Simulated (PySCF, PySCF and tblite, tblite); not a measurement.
**C₄H₈: conformers and averaged spectra, part 1 of 3**

Which conformers does C₄H₈ (`C=CCC`) populate, and what do their averaged NMR parameters look like?

Computed with tblite 0.8.0 (tight binding) and PySCF 2.14.0 (DFT, with response routines of our own); each step states its level. Atoms count from 0 throughout.

## (1) The starting structure

12 atoms, charge 0, multiplicity 1; geometry from: MMFF94s geometry.

Bonds of the start (Å): C0–C1 1.35, C0–H4 1.08, C0–H5 1.09, C1–C2 1.48, C1–H6 1.09, C2–C3 1.52, C2–H7 1.10, C2–H8 1.10, C3–H10 1.11, C3–H11 1.09, C3–H9 1.10.

## (2) GFN2-xTB relaxation, conformer 1

Job settings and geometry (Å):

```
{"job": {"xc": "GFN2-xTB", "basis": "xTB", "kind": "relax"}, "charge": 0, "multiplicity": 1}
C      1.991600     0.119900     0.046200
C      0.805500    -0.501000    -0.113900
C     -0.459500     0.177200    -0.481700
C     -1.523700     0.041600     0.592600
H      2.876300    -0.430800     0.326900
H      2.074400     1.194000    -0.097600
H      0.767000    -1.579500     0.041100
H     -0.292900     1.250600    -0.677400
H     -0.836300    -0.264100    -1.415200
H     -1.192800     0.485900     1.545000
H     -1.754500    -1.021600     0.791300
H     -2.453900     0.527200     0.299000
```

Launch:

```sh
> OMP_NUM_THREADS=1 python ens_run.py task.json out
```

One launch serves the whole session.

The log of the run:

```text
step      E/eV     max force
  0    -342.97718    1.892
  1    -343.00349    1.518
  2    -343.02176    0.199
  3    -343.02364    0.128
  4    -343.02534    0.079
  5    -343.02588    0.073
  6    -343.02643    0.076
  7    -343.02673    0.061
  8    -343.02695    0.033
  9    -343.02695    0.033
 10    -343.02701    0.028
 11    -343.02713    0.032
 12    -343.02720    0.053
 13    -343.02731    0.038
 14    -343.02741    0.027
 15    -343.02750    0.029
 16    -343.02761    0.034
 17    -343.02769    0.025
 18    -343.02774    0.023
 19    -343.02777    0.024
 20    -343.02781    0.021
 21    -343.02784    0.018
 22    -343.02786    0.012
 23    -343.02787    0.011
 24    -343.02789    0.014
 25    -343.02791    0.014
 26    -343.02793    0.012
 27    -343.02794    0.008
 28    -343.02794    0.005
 29    -343.02794    0.006
 30    -343.02795    0.005
 31    -343.02795    0.005
 32    -343.02796    0.006
 33    -343.02796    0.005
 34    -343.02796    0.005
 35    -343.02797    0.007
 36    -343.02797    0.007
 37    -343.02798    0.006
 38    -343.02798    0.005
 39    -343.02799    0.006
 40    -343.02799    0.006
 41    -343.02799    0.005
 42    -343.02800    0.005
 43    -343.02800    0.006
 44    -343.02801    0.009
 45    -343.02801    0.010
 46    -343.02802    0.009
 47    -343.02804    0.012
 48    -343.02805    0.015
 49    -343.02806    0.013
 50    -343.02808    0.013
 51    -343.02809    0.013
 52    -343.02811    0.011
 53    -343.02812    0.010
 54    -343.02813    0.007
 55    -343.02813    0.005
 56    -343.02813    0.003
```

Run time: 0.21 s. Hardware: 1 thread of Intel Xeon Platinum 8375C at 2.90GHz, shared host.

Gain 0.051 eV; displacement 0.03 Å root mean square.

GFN2-xTB relaxation, conformer 2:

Job settings and geometry (Å):

```
{"job": {"xc": "GFN2-xTB", "basis": "xTB", "kind": "relax"}, "charge": 0, "multiplicity": 1}
C      1.744200     0.124700    -0.248900
C      0.838400    -0.730000     0.246600
C     -0.640300    -0.568000     0.338700
C     -1.219100     0.742000    -0.228600
H      2.793600    -0.114900    -0.239700
H      1.444200     1.083600    -0.673900
H      1.219600    -1.670500     0.658000
H     -1.108800    -1.399100    -0.190700
H     -0.940800    -0.656300     1.388600
H     -0.995400     0.844200    -1.281100
H     -0.823200     1.602200     0.311700
H     -2.311300     0.741400    -0.106600
```

The log of the run:

```text
step      E/eV     max force
  0    -342.96052    1.303
  1    -342.97868    1.001
  2    -342.98775    0.239
  3    -342.98990    0.164
  4    -342.99185    0.113
  5    -342.99263    0.082
  6    -342.99344    0.086
  7    -342.99409    0.072
  8    -342.99458    0.059
  9    -342.99489    0.054
 10    -342.99520    0.053
 11    -342.99562    0.068
 12    -342.99615    0.077
 13    -342.99674    0.073
 14    -342.99728    0.068
 15    -342.99774    0.059
 16    -342.99806    0.043
 17    -342.99822    0.032
 18    -342.99822    0.032
 19    -342.99826    0.019
 20    -342.99832    0.013
 21    -342.99834    0.010
 22    -342.99835    0.007
 23    -342.99836    0.008
 24    -342.99836    0.009
 25    -342.99837    0.009
 26    -342.99837    0.004
 27    -342.99837    0.004
```

It took 0.09 s on 1 thread of Intel Xeon Platinum 8375C at 2.90GHz, shared host.

Relaxing gained 0.038 eV and moved the atoms by 0.04 Å on average (rms).

## (3) DFT optimisation, conformer 1: PBE0-D3(BJ)/def2-SVP

Job settings and geometry (Å):

```
{"job": {"kind": "geom", "xc": "PBE0", "basis": "def2-SVP", "d3": "d3bj", "grid": 1, "maxiter": 40}, "charge": 0, "multiplicity": 1}
C      1.978534     0.113542     0.035764
C      0.812076    -0.488709    -0.094314
C     -0.460548     0.194120    -0.482297
C     -1.529829     0.022921     0.596294
H      2.869596    -0.418936     0.322206
H      2.093537     1.170204    -0.144302
H      0.723373    -1.551027     0.096024
H     -0.274401     1.256213    -0.652264
H     -0.826951    -0.240443    -1.417326
H     -1.194232     0.462815     1.532876
H     -1.735130    -1.031849     0.766734
H     -2.454827     0.510464     0.296937
```

The log of the run:

```text
step   0  E = -156.91098921  max force = 0.013951
step   1  E = -156.91253604  max force = 0.002599
step   2  E = -156.91254857  max force = 0.000748
step   3  E = -156.91254951  max force = 0.000823
step   4  E = -156.91255465  max force = 0.000115
optimisation converged
```

It took 17 s on 1 thread of Intel Xeon Platinum 8375C at 2.90GHz, shared host; peak memory 0.4 GiB.

Gain 0.043 eV; displacement 0.03 Å root mean square.

## (4) DFT optimisation, conformer 2: PBE0-D3(BJ)/def2-SVP

Job settings and geometry (Å):

```
{"job": {"kind": "geom", "xc": "PBE0", "basis": "def2-SVP", "d3": "d3bj", "grid": 1, "maxiter": 40}, "charge": 0, "multiplicity": 1}
C      1.698256     0.133788    -0.247304
C      0.837977    -0.731072     0.255542
C     -0.649394    -0.572744     0.339472
C     -1.192000     0.734074    -0.223178
H      2.755336    -0.071617    -0.264304
H      1.397015     1.079471    -0.662901
H      1.201021    -1.668474     0.660821
H     -1.109881    -1.414863    -0.188077
H     -0.941524    -0.664991     1.390926
H     -0.945870     0.829046    -1.278076
H     -0.775164     1.584407     0.311254
H     -2.274573     0.762290    -0.120201
```

The log of the run:

```text
step   0  E = -156.91147894  max force = 0.015791
step   1  E = -156.91295333  max force = 0.002195
step   2  E = -156.91296465  max force = 0.000272
optimisation converged
```

It took 11 s on 1 thread of Intel Xeon Platinum 8375C at 2.90GHz, shared host; peak memory 0.39 GiB.

Gain 0.040 eV; displacement 0.02 Å root mean square.

## (5) Shieldings, conformer 1: wB97X-D/pcSseg-1 in chloroform

Job settings and geometry (Å):

```
{"job": {"xc": "wB97X-D", "basis": "pcSseg-1", "solvent": "chloroform", "kind": "nmr", "pop": true}, "charge": 0, "multiplicity": 1}
C      2.019031     0.094279     0.051991
C      0.837441    -0.510800    -0.075364
C     -0.449280     0.161806    -0.438413
C     -1.525680     0.002449     0.631205
H      2.920996    -0.459385     0.325964
H      2.128726     1.170831    -0.116965
H      0.775694    -1.591937     0.110248
H     -0.262708     1.230735    -0.633946
H     -0.820676    -0.265948    -1.387538
H     -1.205800     0.452330     1.583655
H     -1.743452    -1.060186     0.824388
H     -2.466797     0.484630     0.326206
```

The log of the run:

```text
coarse grid: 9304 points
cycle   1  E = -157.1042955716  dE =  2.845e-01  |g| = 2.143e-01  |ddm| = 2.792e+00
cycle   2  E = -157.1146553314  dE = -1.036e-02  |g| = 1.249e-01  |ddm| = 2.829e-01
cycle   3  E = -157.1185734569  dE = -3.918e-03  |g| = 1.884e-02  |ddm| = 9.579e-02
cycle   4  E = -157.1186924817  dE = -1.190e-04  |g| = 4.856e-03  |ddm| = 2.665e-02
cycle   5  E = -157.1186982064  dE = -5.725e-06  |g| = 1.814e-03  |ddm| = 4.759e-03
final grid: 87808 points
cycle   6  E = -157.1466080254  dE = -1.278e-04  |g| = 3.520e-03  |ddm| = 3.254e-02
cycle   7  E = -157.1466103135  dE = -2.288e-06  |g| = 2.582e-03  |ddm| = 7.046e-03
cycle   8  E = -157.1466118103  dE = -1.497e-06  |g| = 4.590e-04  |ddm| = 1.878e-03
cycle   9  E = -157.1466118654  dE = -5.518e-08  |g| = 2.270e-04  |ddm| = 9.405e-04
cycle  10  E = -157.1466118789  dE = -1.350e-08  |g| = 2.817e-05  |ddm| = 2.124e-04
cycle  11  E = -157.1466118793  dE = -3.708e-10  |g| = 9.204e-06  |ddm| = 8.376e-05
converged SCF energy = -157.1466118793

GIAO shielding tensors (ppm)
atom      isotropic    diamagn.    paramagn.     s11        s22        s33       span
  0 C       62.575     254.833    -192.257    -52.279     85.732    154.273    206.552
  1 C       32.428     257.389    -224.962    -96.025     40.392    152.917    248.941
  2 C      153.504     246.598     -93.094    142.986    147.840    169.686     26.700
  3 C      168.413     247.064     -78.651    157.987    163.337    183.915     25.928
  4 H       26.116      29.178      -3.062     23.311     25.135     29.904      6.592
  5 H       25.964      31.102      -5.139     22.748     25.412     29.731      6.983
  6 H       25.279      31.660      -6.381     23.046     24.678     28.115      5.069
  7 H       29.469      31.660      -2.191     25.716     28.902     33.789      8.074
  8 H       29.272      30.252      -0.981     25.327     27.909     34.579      9.252
  9 H       30.554      29.913       0.640     26.792     28.806     36.063      9.271
 10 H       30.276      29.674       0.602     26.506     28.375     35.946      9.441
 11 H       30.190      28.748       1.442     26.114     27.491     36.964     10.850
```

It took 14 s on 1 thread of Intel Xeon Platinum 8375C at 2.90GHz, shared host; peak memory 0.57 GiB.

In short: HOMO -9.26 eV, LUMO 2.25 eV; dipole 0.49 D.

The fields below are evaluated on a grid from the run's orbitals.

Frontier orbitals at wB97X-D/pcSseg-1, with the share of their density that lies nearest to each atom:

```
orbital  energy (eV)                                            lies on
   HOMO        -9.26                             C0, C1 about 36 % each
   LUMO         2.25  C0, C1 about 30 % each; H4, H5, H6 about 9 % each
```

ELF in a plane through or near 6 of the atoms.

Values, 10 rows by 14 columns:
```
0.00 0.00 0.00 0.00 0.00 0.00 0.00 0.00 0.00 0.00 0.00 0.00 0.00 0.00
0.00 0.00 0.00 0.00 0.00 0.00 0.00 0.00 0.00 0.00 0.00 0.00 0.00 0.00
0.00 0.00 0.00 0.00 0.00 0.17 0.61 0.02 0.05 0.89 0.25 0.00 0.00 0.00
0.00 0.00 0.22 0.90 0.09 0.34 0.85 0.06 0.56 1.00 0.89 0.02 0.00 0.00
0.00 0.01 0.95 1.00 0.85 0.75 0.46 0.16 0.48 0.83 0.35 0.06 0.00 0.00
0.00 0.00 0.20 0.68 0.29 0.69 0.51 0.54 0.88 0.52 1.00 0.94 0.00 0.00
0.00 0.00 0.01 0.69 0.99 0.59 0.12 0.95 0.42 0.46 0.99 0.87 0.00 0.00
0.00 0.00 0.00 0.45 0.96 0.13 0.32 0.99 0.71 0.01 0.06 0.00 0.00 0.00
0.00 0.00 0.00 0.00 0.02 0.00 0.02 0.41 0.08 0.00 0.00 0.00 0.00 0.00
0.00 0.00 0.00 0.00 0.00 0.00 0.00 0.00 0.00 0.00 0.00 0.00 0.00 0.00
```
The map spans 10.9 Å across and 8.1 Å up, centred on the molecule. Atoms in the plane (x, y in Å): C0 (-2.0, -0.1), C3 (1.6, 0.1), H4 (-2.9, 0.6), H5 (-2.1, -1.1), H10 (1.8, 1.2), H11 (2.5, -0.5).

log10 of the density (e/Å³) in the same plane.

Values, 10 rows by 14 columns:
```
-4.0 -4.0 -4.0 -4.0 -4.0 -4.0 -4.0 -4.0 -4.0 -4.0 -4.0 -4.0 -4.0 -4.0
-4.0 -4.0 -4.0 -4.0 -4.0 -3.3 -3.1 -3.4 -3.5 -3.4 -3.7 -4.0 -4.0 -4.0
-4.0 -4.0 -3.4 -2.8 -2.6 -1.9 -1.6 -2.2 -2.1 -1.7 -2.2 -3.2 -4.0 -4.0
-4.0 -3.5 -2.3 -1.4 -1.4 -1.0 -0.7 -1.5 -1.1 -0.3 -1.3 -2.5 -3.9 -4.0
-4.0 -2.9 -1.5  0.1  0.0  0.0  0.0 -0.7 -0.3  0.2 -0.8 -1.9 -3.3 -4.0
-4.0 -3.1 -1.8 -0.5  0.8  0.1 -0.2 -0.1  0.1  0.3  0.0 -1.3 -3.0 -4.0
-4.0 -3.6 -2.5 -1.0  0.0 -0.6 -1.0 -0.1 -0.6 -0.8 -0.8 -1.7 -3.3 -4.0
-4.0 -4.0 -3.2 -2.0 -1.3 -1.7 -1.5 -0.8 -1.3 -2.2 -2.4 -3.0 -4.0 -4.0
-4.0 -4.0 -4.0 -3.2 -2.7 -2.8 -2.5 -2.1 -2.4 -3.3 -3.8 -4.0 -4.0 -4.0
-4.0 -4.0 -4.0 -4.0 -4.0 -4.0 -3.9 -3.7 -3.9 -4.0 -4.0 -4.0 -4.0 -4.0
```
The map spans 10.9 Å across and 8.1 Å up, centred on the molecule. Atoms in the plane (x, y in Å): C0 (-2.0, -0.1), C3 (1.6, 0.1), H4 (-2.9, 0.6), H5 (-2.1, -1.1), H10 (1.8, 1.2), H11 (2.5, -0.5).

On the surface of density 0.002 e/bohr³ the electrostatic potential runs, from the 1st to the 99th percentile, from -0.80 V near C0 to 0.65 V near H6.

## (6) Single-point energy, conformer 1: TPSS/def2-TZVP in chloroform

Changed since step 5:

```diff
@@ -1,2 +1,2 @@
-{"job": {"xc": "wB97X-D", "basis": "pcSseg-1", "solvent": "chloroform", "kind": "nmr", "pop": true}, "charge": 0, "multiplicity": 1}
+{"job": {"xc": "TPSS", "basis": "def2-TZVP", "solvent": "chloroform", "kind": "sp"}, "charge": 0, "multiplicity": 1}
 C      2.019031     0.094279     0.051991
```

The log of the run:

```text
coarse grid: 40496 points
cycle   1  E = -157.2402348375  dE =  3.957e-02  |g| = 4.857e-01  |ddm| = 2.326e+00
cycle   2  E = -157.1892881369  dE =  5.095e-02  |g| = 6.473e-01  |ddm| = 1.008e+00
cycle   3  E = -157.3057274740  dE = -1.164e-01  |g| = 4.555e-02  |ddm| = 6.411e-01
cycle   4  E = -157.3055855927  dE =  1.419e-04  |g| = 5.060e-02  |ddm| = 6.074e-02
cycle   5  E = -157.3062429690  dE = -6.574e-04  |g| = 1.035e-02  |ddm| = 3.476e-02
cycle   6  E = -157.3062698413  dE = -2.687e-05  |g| = 2.477e-03  |ddm| = 7.610e-03
cycle   7  E = -157.3062712733  dE = -1.432e-06  |g| = 5.564e-04  |ddm| = 1.821e-03
final grid: 87808 points
cycle   8  E = -157.3063069616  dE = -1.201e-08  |g| = 7.285e-04  |ddm| = 4.154e-03
cycle   9  E = -157.3063068248  dE =  1.368e-07  |g| = 1.038e-03  |ddm| = 1.151e-03
cycle  10  E = -157.3063070953  dE = -2.706e-07  |g| = 4.782e-05  |ddm| = 6.722e-04
cycle  11  E = -157.3063070959  dE = -5.523e-10  |g| = 1.463e-05  |ddm| = 4.278e-05
converged SCF energy = -157.3063070959
```

Wall time 13 s (1 thread of Intel Xeon Platinum 8375C at 2.90GHz, shared host); peak memory 0.66 GiB.

In short: HOMO -6.24 eV, LUMO -0.47 eV; dipole 0.53 D.

## (7) Shieldings, conformer 2: wB97X-D/pcSseg-1 in chloroform

Job settings and geometry (Å):

```
{"job": {"xc": "wB97X-D", "basis": "pcSseg-1", "solvent": "chloroform", "kind": "nmr", "pop": false}, "charge": 0, "multiplicity": 1}
C      1.651361     0.126323    -0.286139
C      0.772262    -0.742178     0.217048
C     -0.714069    -0.571791     0.295847
C     -1.265475     0.727593    -0.261946
H      2.721033    -0.097600    -0.294375
H      1.346000     1.088244    -0.707752
H      1.153015    -1.688108     0.623320
H     -1.185792    -1.430950    -0.216509
H     -1.016713    -0.685379     1.353579
H     -1.023578     0.841930    -1.330289
H     -0.852257     1.600686     0.267091
H     -2.360249     0.765628    -0.162589
```

The log of the run:

```text
coarse grid: 9304 points
cycle   1  E = -157.1036552990  dE =  2.984e-01  |g| = 2.246e-01  |ddm| = 2.831e+00
cycle   2  E = -157.1141704525  dE = -1.052e-02  |g| = 1.417e-01  |ddm| = 3.023e-01
cycle   3  E = -157.1191368506  dE = -4.966e-03  |g| = 2.059e-02  |ddm| = 1.072e-01
cycle   4  E = -157.1192636405  dE = -1.268e-04  |g| = 8.694e-03  |ddm| = 2.905e-02
cycle   5  E = -157.1192821694  dE = -1.853e-05  |g| = 1.662e-03  |ddm| = 6.931e-03
cycle   6  E = -157.1192831856  dE = -1.016e-06  |g| = 4.586e-04  |ddm| = 2.400e-03
final grid: 87808 points
cycle   7  E = -157.1464502419  dE = -1.500e-04  |g| = 2.727e-03  |ddm| = 3.224e-02
cycle   8  E = -157.1464525912  dE = -2.349e-06  |g| = 1.035e-03  |ddm| = 6.198e-03
cycle   9  E = -157.1464528141  dE = -2.229e-07  |g| = 5.154e-04  |ddm| = 1.419e-03
cycle  10  E = -157.1464528907  dE = -7.660e-08  |g| = 5.585e-05  |ddm| = 6.400e-04
cycle  11  E = -157.1464528921  dE = -1.383e-09  |g| = 1.321e-05  |ddm| = 1.492e-04
cycle  12  E = -157.1464528922  dE = -9.288e-11  |g| = 6.046e-06  |ddm| = 3.918e-05
converged SCF energy = -157.1464528922

GIAO shielding tensors (ppm)
atom      isotropic    diamagn.    paramagn.     s11        s22        s33       span
  0 C       65.722     255.944    -190.222    -50.833     77.922    170.077    220.910
  1 C       33.547     256.558    -223.011    -93.967     37.565    157.044    251.011
  2 C      157.389     247.156     -89.768    145.449    157.058    169.659     24.209
  3 C      174.052     248.015     -73.964    167.751    172.551    181.853     14.102
  4 H       26.026      29.259      -3.233     23.693     25.115     29.269      5.576
  5 H       26.071      32.202      -6.131     23.178     24.681     30.354      7.176
  6 H       24.974      30.659      -5.685     23.237     24.180     27.505      4.267
  7 H       29.306      29.873      -0.567     24.674     28.130     35.115     10.441
  8 H       29.307      29.981      -0.674     24.680     28.124     35.116     10.435
  9 H       30.329      30.607      -0.278     26.651     28.188     36.149      9.498
 10 H       30.325      30.707      -0.382     26.641     28.193     36.140      9.499
 11 H       30.203      28.630       1.573     25.813     27.942     36.854     11.040
```

Run time: 11 s. Hardware: 1 thread of Intel Xeon Platinum 8375C at 2.90GHz, shared host; peak memory 0.57 GiB.

This run: HOMO -9.21 eV, LUMO 2.38 eV; dipole 0.60 D.

## (8) Single-point energy, conformer 2: TPSS/def2-TZVP in chloroform

Changed since step 7:

```diff
@@ -1,2 +1,2 @@
-{"job": {"xc": "wB97X-D", "basis": "pcSseg-1", "solvent": "chloroform", "kind": "nmr", "pop": false}, "charge": 0, "multiplicity": 1}
+{"job": {"xc": "TPSS", "basis": "def2-TZVP", "solvent": "chloroform", "kind": "sp"}, "charge": 0, "multiplicity": 1}
 C      1.651361     0.126323    -0.286139
```

The log of the run:

```text
coarse grid: 40496 points
cycle   1  E = -157.2381297604  dE =  4.967e-02  |g| = 4.935e-01  |ddm| = 2.342e+00
cycle   2  E = -157.1798607471  dE =  5.827e-02  |g| = 6.739e-01  |ddm| = 9.559e-01
cycle   3  E = -157.3054351013  dE = -1.256e-01  |g| = 3.658e-02  |ddm| = 6.040e-01
cycle   4  E = -157.3057093359  dE = -2.742e-04  |g| = 1.614e-02  |ddm| = 3.764e-02
cycle   5  E = -157.3057591404  dE = -4.980e-05  |g| = 7.684e-03  |ddm| = 1.374e-02
cycle   6  E = -157.3057734772  dE = -1.434e-05  |g| = 2.233e-03  |ddm| = 5.951e-03
cycle   7  E = -157.3057746694  dE = -1.192e-06  |g| = 8.719e-04  |ddm| = 1.827e-03
final grid: 87808 points
cycle   8  E = -157.3058145965  dE =  4.601e-07  |g| = 1.695e-03  |ddm| = 5.372e-03
cycle   9  E = -157.3058119521  dE =  2.644e-06  |g| = 3.592e-03  |ddm| = 3.101e-03
cycle  10  E = -157.3058153049  dE = -3.353e-06  |g| = 3.335e-04  |ddm| = 2.180e-03
cycle  11  E = -157.3058153346  dE = -2.973e-08  |g| = 1.147e-05  |ddm| = 2.227e-04
cycle  12  E = -157.3058153347  dE = -2.944e-11  |g| = 4.770e-06  |ddm| = 1.184e-05
converged SCF energy = -157.3058153347
```

Wall time 14 s (1 thread of Intel Xeon Platinum 8375C at 2.90GHz, shared host); peak memory 0.66 GiB.

This run: HOMO -6.20 eV, LUMO -0.35 eV; dipole 0.64 D.

(Continued in part 2 of 3.)
